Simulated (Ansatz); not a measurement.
Crystal: Al.

```
Al
1.0
     0.00000    2.02481    2.02481
     2.02481    0.00000    2.02481
     2.02481    2.02481    0.00000
Al
1
Direct
  0.00000 0.00000 0.00000
```

```yaml
Program: Ansatz 0.2.0
Task: relaxation of cell and atoms
Functional: revPBE
Dispersion: D4
Potentials_or_basis: Ansatz PAW
Cutoff: "420 eV (not typed: the program's choice for these potentials)"
k_mesh: 11 × 11 × 11
Occupations: fermi-dirac, width 0.05 eV
Spin: no spin polarisation
```

At the start: volume 16.60 Å³/atom.

Where does the relaxation end?

It ends after 5 steps and the volume is 15.67 Å³/atom (-5.6 %); space group Fm-3m (No. 225, to 0.05 Å).

The path:
```csv
step,energy change (eV),largest force (eV/Å),volume (Å³)
1,0.0000,0.0000,16.60
2,-0.0140,0.0000,15.49
3,-0.0145,0.0000,15.69
4,-0.0145,0.0000,15.67
5,-0.0142,0.0000,15.67
```

Final structure:
```cif
data_structure
_symmetry_space_group_name_H-M 'P 1'
_symmetry_Int_Tables_number 1
_cell_length_a 2.8090
_cell_length_b 2.8090
_cell_length_c 2.8090
_cell_angle_alpha 60.000
_cell_angle_beta 60.000
_cell_angle_gamma 60.000
_cell_volume 15.67
loop_
_atom_site_label
_atom_site_type_symbol
_atom_site_fract_x
_atom_site_fract_y
_atom_site_fract_z
_atom_site_occupancy
Al1 Al 0.00000 0.00000 0.00000 1
```

The cell as given is a measured one (16.60 Å³/atom); revPBE+D4 puts the equilibrium volume -5.6 % from it, thermal expansion not counted.

Caveat: the plane-wave basis is chosen anew once the cell has moved, so the energies of steps on either side of that aren't comparable; pairwise dispersion overbinds metals, which lowers pressure and volume; the PAW data sets come from PBE, with cores solved anew for the run's functional, which leaves a small shift of forces and pressure.
